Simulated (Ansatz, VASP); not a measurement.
## Sb in VASP and in Ansatz

File INCAR:

```
PREC = Accurate
ENCUT = 520
EDIFF = 1E-6
ISMEAR = -1
SIGMA = 0.05
LREAL = F
LASPH = T
NELM = 100
ALGO = Normal
ISIF = 2
LWAVE = F
LCHARG = F
GGA = CA
NBANDS = 12
```

File KPOINTS:

```
regular mesh
0
Gamma
  9 6 6
```

The input POSCAR:

```
Sb
1.0
    3.0586616250      0.0000000000      0.0000000000
    0.0000000000      4.2587682402      0.0000000000
   -0.0381205934      0.0000000000      4.3159114163
Sb
2
Direct
    0.0113890000      0.2500000000      0.2411660000
    0.9886110000      0.7500000000      0.7588340000
```

input.yaml

```yaml
crystal:
  lattice:
    - [3.058661625, 0.0, 0.0]
    - [0.0, 4.2587682402, 0.0]
    - [-0.0381205934, 0.0, 4.3159114163]
  atoms:
    - { symbol: Sb, position: [0.011389, 0.25, 0.241166] }
    - { symbol: Sb, position: [0.988611, 0.75, 0.758834] }
kpoints:
  mp_grid: { grid: [9, 6, 6] }
scf:
  occupations: { method: fermi_dirac, width: 0.05 }
hamiltonian:
  xc: lda
  pseudopotentials: { kind: all_electron, lapw: { basis_error: 0.001 } }
output:
  forces: true
  stress: true
  eigenvalues: true
```

Change from the starting cell: volume scaled by 0.94.

Alike in both runs: task single point; functional LDA; k mesh 9 × 6 × 6; occupations fermi-dirac, width 0.05 eV; no spin polarisation.

|  | VASP | Ansatz |
| --- | --- | --- |
| version | VASP 6.6.1 | Ansatz 0.2.0 |
| potentials or method | VASP PAW LDA potentials, release 64 (Sb) | all-electron LAPW, scalar-relativistic |
| plane-wave cutoff (eV) | 520 | see its input |

|  | VASP | Ansatz | Ansatz less VASP |
| --- | --- | --- | --- |
| gap on the k mesh at the Fermi level (eV) | none | none | - |
| pressure (GPa) | 0.4 | 0.2 | -0.21 |
| largest component of the traceless stress (GPa) | 0.17 | 0.21 | +0.036 |
| rms of the force components (eV/Å) | 0.075 | 0.065 | -0.0101 |

Atom by atom the forces differ by 0.011 eV/Å (rms over components). A gap of «none» marks a metal or a gap that the smearing closes. Ansatz ran all-electron here, so the differences hold the error of VASP's frozen core and of both bases.

The runs have no spin-orbit coupling, so splittings on Sb are missing.
